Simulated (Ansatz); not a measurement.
MoP: zone-centre modes at 1 GPa

Computed with DFT PBE, scalar-relativistic, plane waves, PAW (Ansatz 0.2.0). Cutoff 420 eV, 18×18×14 k-points (Γ-centred), Fermi-Dirac smearing of 0.15 eV. No spin polarisation. Phonons by linear response, acoustic sum rule imposed.

The cell, relaxed at 1 GPa:
```yaml
crystal:
  lattice:
    - [3.23830, 0.00000, 0.00000]
    - [-1.61915, 2.80445, 0.00000]
    - [0.00000, 0.00000, 3.19005]
  atoms:
    - { symbol: Mo, position: [0.00000, 0.00000, 0.00000] }
    - { symbol: P, position: [0.33333, 0.66667, 0.50000] }
```

In a metal, frequencies and elastic constants depend on the k mesh and the smearing, soft modes and shear constants most.

Optical modes at Γ; i marks an imaginary frequency:
```json
{"frequency (cm⁻¹)": "391", "degeneracy": "1"}
{"frequency (cm⁻¹)": "400", "degeneracy": "2"}
```

All 3 optical modes at Γ are real: no displacement of atoms at fixed cell lowers the energy to second order. Strains and modes at other wave vectors aren't tested by this run.

Cost: 1 run of about 1.4 core-minutes, on Intel Xeon Platinum 8488C (Sapphire Rapids) (shared hosts).